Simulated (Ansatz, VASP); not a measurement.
# One calculation of FeO (Wuestite), two programs

File INCAR:

```
  PREC = Accurate
  ENCUT = 520
  EDIFF = 1E-7
  ISMEAR = 0
  SIGMA = 0.05
  LREAL = False
  LASPH = True
  NELM = 100
  ALGO = Normal
  ISIF = 2
  LWAVE = False
  LCHARG = False
  GGA = PE
  NBANDS = 14
```

The input KPOINTS:

```
regular mesh
0
Gamma
  14 14 14
```

POSCAR

```
FeO
1.0
    0.0000000000      2.0314690713      2.0314690713
    2.0314690713      0.0000000000      2.0314690713
    2.0314690713      2.0314690713      0.0000000000
Fe O
1 1
Direct
    0.0000000000      0.0000000000      0.0000000000
    0.5000000000      0.5000000000      0.5000000000
```

Input for Ansatz:

```yaml
crystal:
  lattice:
    - [0.0, 2.0314690713, 2.0314690713]
    - [2.0314690713, 0.0, 2.0314690713]
    - [2.0314690713, 2.0314690713, 0.0]
  atoms:
    - { symbol: Fe, position: [0.0, 0.0, 0.0] }
    - { symbol: O, position: [0.5, 0.5, 0.5] }
basis:
  ecutwfc: 420
  ecutrho_ratio: 4
kpoints:
  mp_grid: { grid: [14, 14, 14] }
hamiltonian:
  xc: pbe
scf:
  occupations: { method: gaussian, width: 0.05 }
output:
  forces: true
  stress: true
  eigenvalues: true
```

Alike in both runs: task single point; functional PBE; k mesh 14 × 14 × 14; occupations gaussian, width 0.05 eV; no spin polarisation.

|  | VASP | Ansatz |
| --- | --- | --- |
| version | VASP 6.6.1 | Ansatz 0.2.0 |
| potentials or method | VASP PAW PBE potentials, release 64 (Fe, O) | scalar-relativistic, plane waves, PAW |
| plane-wave cutoff (eV) | 520 | 420 |
| valence electrons in the cell | 14 | 22 |

```csv
,VASP,Ansatz,Ansatz less VASP
gap on the k mesh at the Fermi level (eV),none,none,-
pressure (GPa),6.5,5.1,-1.43
```

A gap of «none» marks a metal or a gap that the smearing closes. The two sets of potentials don't hold the same shells in valence.

Caveats: the run has no spin polarisation, though such a crystal can be magnetic; semilocal functionals often make such compounds metallic where correlation or magnetic order opens a gap, which also shifts bond lengths. Spin polarisation is off, so any magnetic state and its effect on volume and gap are missing.
